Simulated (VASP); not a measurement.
Set up this calculation in VASP 6.6.1, as the native input.

```yaml
Task: Born charges and dielectric tensor
Functional: LDA
Potentials_or_basis: VASP PAW LDA potentials, release 64 (Zn, S)
Cutoff: 520 eV
k_mesh: 8 × 8 × 5
Occupations: fermi-dirac, width 0.05 eV
Spin: no spin polarisation
Further_INCAR_settings: ALGO = Fast; EDIFF = 1e-08; IBRION = 8
```

The structure of ZnS (Wurtzite-2H) lies in POSCAR:

```
ZnS
1.0
    3.8110000000      0.0000000000      0.0000000000
   -1.9055000000      3.3004228138      0.0000000000
    0.0000000000      0.0000000000      6.2340000000
Zn S
2 2
Direct
    0.6666666667      0.3333333333      0.5000000000
    0.3333333333      0.6666666667      0.0000000000
    0.6666666667      0.3333333333      0.8850000000
    0.3333333333      0.6666666667      0.3850000000
```

The input as run:

INCAR

```
SYSTEM = ZnS
PREC     = Accurate       ! precision mode
ENCUT    = 520            ! plane-wave cutoff, eV
EDIFF    = 1E-8           ! SCF threshold, eV
ISMEAR   = -1             ! smearing method
SIGMA    = 0.05           ! smearing width, eV
LREAL    = .FALSE.        ! projectors in reciprocal space
LASPH    = .TRUE.         ! aspherical terms in the spheres
NELM     = 60             ! most SCF steps
ALGO     = Fast           ! electronic algorithm
ISIF     = 2              ! what is computed and relaxed
LWAVE    = .FALSE.        ! write WAVECAR
LCHARG   = .FALSE.        ! write CHGCAR
GGA      = CA             ! functional
LEPSILON = .TRUE.         ! dielectric tensor by DFPT
IBRION   = 8              ! ionic algorithm
```

KPOINTS

```
regular mesh
0
G
  8 8 5
  0 0 0
```

Potentials or basis: VASP PAW LDA potentials, release 64 (Zn, S).

Launch:

```bash
$ cat potpaw_LDA.64/Zn/POTCAR potpaw_LDA.64/S/POTCAR > POTCAR
$ mpirun -np 1 vasp_std > vasp.out
```

It gave:

```yaml
Band_gap_on_the_k_mesh: 2.02 eV, direct
Electronic_dielectric_tensor_diagonal: 6.14, 6.14, 6.18
Born_charges_mean_of_the_diagonal: Zn +1.97; S -1.97 e
Highest_phonon_frequency_at_Γ_LO-TO_splitting_left_out: 302 cm⁻¹
```

Wall time 12 min on 1 thread of Intel(R) Xeon(R) 6975P-C (Granite Rapids), on a shared host, peak memory 0.67 GiB.
